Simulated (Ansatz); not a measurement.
**Cu: course of a relaxation**

The calculation used Ansatz 0.2.0, DFT PBEsol, scalar-relativistic, plane waves, PAW. Settings: 420 eV cutoff, 18×18×20 k-mesh, Gaussian smearing of 0.10 eV, no spin polarisation.

What was changed: biaxial strain in the a-b plane, c and atoms relaxed: -1.0 %.

Command:

```bash
ansatz run input.yaml --threads 1 --pin off --max-ram 2560MiB --backend cpu --events-out ev --progress --plain --runs-dir out
```

Input:

```yaml
crystal:
  lattice:
    - [2.8612816247, 0.0, 0.0]
    - [0.0, 2.8612816247, 0.0]
    - [0.0, 0.0, 2.7363344845]
  atoms:
    - { symbol: Cu, position: [0.0, 0.0, 0.0] }
    - { symbol: Cu, position: [0.5, 0.5, 0.5] }
basis:
  ecutwfc: 420
kpoints:
  mp_grid: { grid: [18, 18, 20] }
hamiltonian:
  xc: pbesol
scf:
  occupations: { method: gaussian, width: 0.1 }
output:
  forces: true
  stress: true
  eigenvalues: true
  write_density: true
  write_potential: true
  elf: true
  volumetric_format: npy
relax:
  adjacent_minimum: "off"
  f_tol: 0.008
  max_steps: 40
  cell: { stress_tol: 0.015, fix: [a, b, gamma] }
```

F is the free energy. Steps run on the plane waves of an earlier cell, but the last one, and at times one on the way, on a freshly chosen basis, so a repeated geometry can differ a little in energy. The held parts of the cell keep their stress, so P needn't end at zero.

Steps:

| step | F − F(1) (eV) | largest force component (eV/Å) | V (Å³/atom) | P (GPa) |
| --- | --- | --- | --- | --- |
| 1 | 0.0000 | 0.000 | 11.201 | 2.40 |
| 2 | -0.0009 | 0.000 | 11.244 | 1.71 |
| 3 | -0.0015 | 0.000 | 11.328 | 0.42 |
| 4 | -0.0015 | 0.000 | 11.333 | 0.35 |
| 5 | -0.0017 | 0.000 | 11.333 | 0.34 |

Relaxed structure:

```yaml
crystal:
  lattice:
    - [2.86128, 0.00000, 0.00000]
    - [0.00000, 2.86128, 0.00000]
    - [0.00000, 0.00000, 2.76866]
  atoms:
    - { symbol: Cu, position: [0.00000, 0.00000, 0.00000] }
    - { symbol: Cu, position: [0.50000, 0.50000, 0.50000] }
```

It takes space group I4/mmm (No. 139, tetragonal). Conventional cell: a = 2.861 Å, b = 2.861 Å, c = 2.769 Å, α = 90.00°, β = 90.00°, γ = 90.00°. Cu (site symmetry 4/mmm) is surrounded by 10 Cu at 2.45 to 2.77 Å.

The run converged. It took 70 s on 1 thread of Arm Neoverse V2 (shared host), peak memory 0.53 GiB.